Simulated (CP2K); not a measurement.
Band structure of BaSnO₃ (Pm-3m, 5 atoms in the cell).

```yaml
crystal:
  lattice:
    - [4.14223, 0.00000, 0.00000]
    - [0.00000, 4.14223, 0.00000]
    - [0.00000, 0.00000, 4.14223]
  atoms:
    - { symbol: Ba, position: [0.50000, 0.50000, 0.50000] }
    - { symbol: Sn, position: [0.00000, 0.00000, 0.00000] }
    - { symbol: O, position: [0.00000, 0.50000, 0.00000] }
    - { symbol: O, position: [0.50000, 0.00000, 0.00000] }
    - { symbol: O, position: [0.00000, 0.00000, 0.50000] }
```

Level of theory: PBE, GPW, DZVP-MOLOPT-SR-GTH basis, GTH-PBE potentials (GTH_POTENTIALS) (CP2K 2026.2).

Settings: CUTOFF = 500 Ry; REL_CUTOFF = 50 Ry; SMEAR/METHOD = FERMI_DIRAC; ELECTRONIC_TEMPERATURE = 580.23 K; KPOINTS/SCHEME = MONKHORST-PACK 4 4 4; GAMMA_CENTERED = T; XC_FUNCTIONAL = PBE; Ba/BASIS_SET = DZVP-MOLOPT-SR-GTH-q10; Ba/POTENTIAL = GTH-PBE-q10; Sn/BASIS_SET = DZVP-MOLOPT-SR-GTH-q4; Sn/POTENTIAL = GTH-PBE-q4; O/BASIS_SET = DZVP-MOLOPT-SR-GTH-q6; O/POTENTIAL = GTH-PBE-q6; METHOD = GPW.

The starting cell comes from a database of computed structures (which also holds hypothetical and non-ambient phases and stackings), without a prior relaxation at this level. Its lattice was rescaled by a random factor within 2.5 % of one. Values carry the incompleteness of an atom-centred basis.

Problem. Predict the gap along the standard path and the places of the band edges.

Solution. The gap along the path is 0.46 eV, from R to Γ; the smallest direct gap on it is 0.92 eV.

Levels in eV from the top of the valence band on the SCF mesh, bands 13 to 17:
```
point     13     14     15     16    17
-----  -----  -----  -----  -----  ----
Γ      -0.94  -0.46  -0.46  -0.46  0.46
X      -1.10  -1.10  -1.04  -1.04  4.54
M      -1.13  -1.12  -1.12  -0.10  6.44
R      -1.12   0.00   0.00   0.00  5.10
```

Higher empty bands are left out: an atom-centred basis made for the valence describes them poorly.
